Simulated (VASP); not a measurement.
# PbSe (Clausthalite) (Fm-3m) in VASP: notebook

The runs below take PbSe (Clausthalite) through single point, with HSE06, LDA.

Program: VASP 6.6.1. These are calculated values, not measurements. Logs are shortened: lines on timing, memory, paths and dates and some standing lists are left out, and cuts for length are marked.

**Experimental background.**

From a printed reference work, monograph, for a bulk crystal of PbSe: band gap 0.15 eV (direct) at 4.2 K; band gap 0.28 eV (direct) at 300 K.

The runs below are set against these values where they give the same quantity.

## (1) Starting point

It takes space group Fm-3m (No. 225, cubic). Conventional cell: a = 6.124 Å, b = 6.124 Å, c = 6.124 Å, α = 90.00°, β = 90.00°, γ = 90.00°. Pb (site symmetry m-3m) has 6 Se at 3.06 Å as nearest neighbours. Se (site symmetry m-3m) has 6 Pb at 3.06 Å as nearest neighbours.

## (2) Single point, HSE06

Input file POSCAR:

```
PbSe
1.0
    0.0000000000      3.0621500000      3.0621500000
    3.0621500000      0.0000000000      3.0621500000
    3.0621500000      3.0621500000      0.0000000000
Pb Se
1 1
Direct
    0.0000000000      0.0000000000      0.0000000000
    0.5000000000      0.5000000000      0.5000000000
```

Input file INCAR.step1:

```
PREC = Accurate ; ENCUT = 520
EDIFF = 1E-5 ; ISMEAR = 0
SIGMA = 0.02 ; LREAL = F
LASPH = T ; NELM = 100
ALGO = Normal ; ISIF = 2
LWAVE = T ; LCHARG = F
GGA = PE
```

Input file INCAR.step2:

```
PREC = Accurate ; ENCUT = 520
EDIFF = 1E-6 ; ISMEAR = 0
SIGMA = 0.02 ; LREAL = F
LASPH = T ; NELM = 100
ALGO = Normal ; ISIF = 2
LWAVE = F ; LCHARG = F
GGA = PE ; LHFCALC = T
HFSCREEN = 0.2 ; PRECFOCK = Normal
ISTART = 1
```

Input file KPOINTS:

```
Automatic mesh
0
Gamma
  6 6 6
```

Potentials or basis: VASP PAW PBE potentials, release 64 (Pb_d, Se).

Run with:

```sh
> cat potpaw_PBE.64/Pb_d/POTCAR potpaw_PBE.64/Se/POTCAR > POTCAR
> cp INCAR.step1 INCAR
> mpirun -np 1 vasp_std > vasp.out
> cp INCAR.step2 INCAR
> mpirun -np 1 vasp_std > vasp.out
```

OUTCAR:

```text
PREC = Accurate
   ENCUT = 520
   EDIFF = 1E-6
   ISMEAR = 0
   LREAL = F
   LASPH = T
   NELM = 100
   ISIF = 2
   GGA = PE
   LHFCALC = T
   HFSCREEN = 0.2
   PRECFOCK = Normal
   ISTART = 1

 ion  position               nearest neighbor table
   1  0.000  0.000  0.000-   2 3.06   2 3.06   2 3.06   2 3.06   2 3.06   2 3.06
   2  0.500  0.500  0.500-   1 3.06   1 3.06   1 3.06   1 3.06   1 3.06   1 3.06

  LATTYP: Found a face centered cubic cell.
 ALAT       =     6.1243000000

  Lattice vectors:

 A1 = (   0.0000000000,   3.0621500000,   3.0621500000)
 A2 = (   3.0621500000,   0.0000000000,   3.0621500000)
 A3 = (   3.0621500000,   3.0621500000,   0.0000000000)

Analysis of symmetry for initial positions (statically):
=====================================================================
 Subroutine PRICEL returns:
 Original cell was already a primitive cell.

 Routine SETGRP: Setting up the symmetry group for a
 face centered cubic supercell.

 Subroutine GETGRP returns: Found 48 space group operations
 (whereof 48 operations were pure point group operations)
 out of a pool of 48 trial point group operations.

The static configuration has the point symmetry O_h .

Analysis of symmetry for dynamics (positions and initial velocities):
=====================================================================
 Subroutine PRICEL returns:
 Original cell was already a primitive cell.

 Routine SETGRP: Setting up the symmetry group for a
 face centered cubic supercell.

 Subroutine GETGRP returns: Found 48 space group operations
 (whereof 48 operations were pure point group operations)
 out of a pool of 48 trial point group operations.

The dynamic configuration has the point symmetry O_h .

 Subroutine INISYM returns: Found 48 space group operations
 (whereof 48 operations are pure point group operations),
 and found     1 'primitive' translations

----------------------------------------------------------------------------------------

                                     Primitive cell

  volume of cell :      57.4261

  direct lattice vectors                    reciprocal lattice vectors
     0.000000000  3.062150000  3.062150000    -0.163283967  0.163283967  0.163283967
     3.062150000  0.000000000  3.062150000     0.163283967 -0.163283967  0.163283967
[... 93 lines left out ...]
   IALGO  =     38    algorithm
   IMIX   =      1    mixing-type and parameters
     AMIX     =   0.40;   BMIX     =  1.00
     AMIX_MAG =   1.60;   BMIX_MAG =  1.00
  volume/ion in A,a.u.               =      28.71       193.77
  Fermi-wavevector in a.u.,A,eV,Ry     =   1.151812  2.176610 18.050462  1.326672
  Thomas-Fermi vector in A             =   2.288467
   LORBIT       =      0    0 simple, 1 ext, 2 COOP (PROOUT), +10 PAW based schemes
   GGA     = PE    functional components
   LHFCALC =     T    Hartree Fock is set to
   PRECFOCK=normal    Normal, Fast or Accurate (Low or Medium for compatibility)
   ENCUT4O =  -1.0   cutoff for four orbital integrals eV
   NKREDX  =     1    reduce k-point grid by
   NKREDY  =     1    reduce k-point grid by
   NKREDZ  =     1    reduce k-point grid by
   AEXX    =    0.2500 exact exchange contribution
   HFSCREEN=    0.2000 screening length (either q_TF or 0.3 A-1)
   HFSCREENC=   0.2000 screening length for correlation (either q_TF or 0.3 A-1)
   ENCUTFOCK=  -1.0 apply spherical cutoff to Coloumb kernel
   IVDW    =     0    specifies the selected vdW correction
   LEPSILON=     F    determine dielectric tensor
   LRPA    =     F    only Hartree local field effects (RPA)
 non-spin polarized calculation
 Gauss-broadening in eV      SIGMA  =   0.02
  energy-cutoff  :      520.00
  volume of cell :       57.43
 maximum number of plane-waves:      1572
  NGX = 28; NGY = 28; NGZ = 28

 number of electron      19.9999999 magnetization

 Free energy of the ion-electron system (eV)
  ---------------------------------------------------
  ext. energy  EPLUGINS =         0.00000000
  ---------------------------------------------------
  free energy    TOTEN  =        -9.76495289 eV

  energy without entropy =       -9.76495289  energy(sigma->0) =       -9.76495289

 E-fermi :   4.9014     XC(G=0):  -7.9113

 val. band max:        4.7659595058   @ k =   0.5000   0.0000   0.0000
 cond. band min:       5.4843032296   @ k =   0.5000   0.0000   0.0000
 fundamental gap:      0.7183437238
 Fermi energy:         4.9014160981

 k-point     1 :       0.0000    0.0000    0.0000
  band No.  band energies     occupation
      1     -13.8784      2.00000
      2     -13.8784      2.00000
      3     -13.8724      2.00000
      4     -13.8724      2.00000
      5     -13.8724      2.00000
      6     -10.2758      2.00000
      7      -1.8994      2.00000
      8       2.5637      2.00000
      9       2.5637      2.00000
     10       2.5637      2.00000
     11      10.2580      0.00000
     12      10.2580      0.00000
     13      10.2580      0.00000
     14      11.9314      0.00000
[... 241 lines left out ...]
      1     -13.9886      2.00000
      2     -13.8758      2.00000
      3     -13.8750      2.00000
      4     -13.8448      2.00000
      5     -13.8285      2.00000
      6      -8.6655      2.00000
      7      -3.7558      2.00000
      8      -0.4452      2.00000
      9       0.4935      2.00000
     10       2.9055      2.00000
     11       8.3096      0.00000
     12       9.7461      0.00000
     13      11.0612      0.00000
     14      12.1561      0.00000

------------------------ aborting loop because EDIFF is reached ----------------------------------------

  FORCE on cell =-STRESS in cart. coord.  units (eV):
  Direction    XX          YY          ZZ          XY          YZ          ZX
  --------------------------------------------------------------------------------------
  -------------------------------------------------------------------------------------
  Total        0.3889539      0.3889539      0.3889539     -0.0000000      0.0000000     -0.0000000
  in kB       10.8517377     10.8517377     10.8517377     -0.0000000      0.0000000     -0.0000000
  external PRESSURE =      10.8517377 kB  Pullay stress =       0.0000000 kB

 VOLUME and BASIS-vectors are now :
 -----------------------------------------------------------------------------
  energy-cutoff  :      520.00
  volume of cell :       57.43
      direct lattice vectors                 reciprocal lattice vectors
     0.000000000  3.062150000  3.062150000    -0.163283967  0.163283967  0.163283967
     3.062150000  0.000000000  3.062150000     0.163283967 -0.163283967  0.163283967
     3.062150000  3.062150000  0.000000000     0.163283967  0.163283967 -0.163283967

 POSITION                                       TOTAL-FORCE (eV/Angst)
 -----------------------------------------------------------------------------------
      0.00000      0.00000      0.00000         0.000000      0.000000      0.000000
      3.06215      3.06215      3.06215         0.000000      0.000000      0.000000
 -----------------------------------------------------------------------------------
    total drift:                               -0.000000     -0.000000      0.000000

  FREE ENERGIE OF THE ION-ELECTRON SYSTEM (eV)
  ---------------------------------------------------
  free  energy   TOTEN  =        -9.7649528893 eV

  energy  without entropy=       -9.7649528893  energy(sigma->0) =       -9.76495289
```

Wall time 42 min (1 thread of Intel Xeon Platinum 8559C (Emerald Rapids), shared host); peak memory 0.31 GiB.

What came out:

```yaml
Free_energy: -9.7650 eV
Pressure: 1.1 GPa
Band_gap_on_the_k_mesh: 0.72 eV, direct
```

Caveat: the PAW data sets were made with another functional, which shifts forces and pressure a little; spin-orbit coupling is left out, which as a rule narrows the gap of such compounds by several tenths of an eV.

## (3) Single point, LDA

Input file INCAR:

```
PREC = Accurate
ENCUT = 520
EDIFF = 1E-6
ISMEAR = 0
SIGMA = 0.02
LREAL = False
LASPH = True
NELM = 100
ALGO = Normal
ISIF = 2
LWAVE = False
LCHARG = False
NBANDS = 17
```

Input file KPOINTS:

```
Automatic mesh
0
Gamma
  8 8 8
```

POSCAR is that of step 2.

Potentials or basis: VASP PAW LDA potentials, release 64 (Pb_d, Se).

Run with:

```sh
> cat potpaw_LDA.64/Pb_d/POTCAR potpaw_LDA.64/Se/POTCAR > POTCAR
> mpirun -np 1 vasp_std > vasp.out
```

It took 7.7 s on 1 thread of Intel Xeon 6975P-C (Granite Rapids), shared host; peak memory 0.16 GiB.

Results (log left out):

```yaml
Free_energy: -9.4443 eV
Pressure: -2.1 GPa
Band_gap_on_the_k_mesh: 0.17 eV, direct
```

Levels at points of the mesh, in eV from the valence-band top:
| k point | band 7 | band 8 | band 9 | band 10 | band 11 | band 12 | band 13 | band 14 |
| --- | --- | --- | --- | --- | --- | --- | --- | --- |
| (0.00, 0.00, 0.00) | -6.38 | -1.86 | -1.86 | -1.86 | 4.60 | 4.60 | 4.60 | 6.48 |
| (0.50, 0.00, 0.00) | -8.85 | -1.44 | -1.44 | 0.00 | 0.17 | 1.61 | 1.61 | 8.41 |
| (0.50, 0.50, 0.00) | -7.45 | -5.00 | -3.23 | -3.23 | 3.62 | 5.50 | 5.50 | 5.94 |

Caveat: spin-orbit coupling is left out, which as a rule narrows the gap of such compounds by several tenths of an eV.

## (4) Comparison with measurements

Step 2. A measured gap of PbSe is 0.15 eV (direct; 4.2 K; a printed reference work, monograph); the calculated 0.72 eV misses it by +0.57 eV. 2 values of this kind are on record (0.15 to 0.28 eV); this one was drawn at random. Spin-orbit coupling on Pb, Se is left out. The value is that of HSE06 on a finite k mesh, which can miss the band edges, without temperature or zero-point motion.

Step 3. Measured gap of PbSe: 0.28 eV (direct; 300 K; a printed reference work, monograph). This calculation gives 0.17 eV (-0.11 eV). 2 values of this kind are on record (0.15 to 0.28 eV); this one was drawn at random. Spin-orbit coupling on Pb, Se is left out. The value is that of LDA on a finite k mesh, which can miss the band edges, without temperature or zero-point motion. Semilocal functionals fall short of measured gaps as a rule.
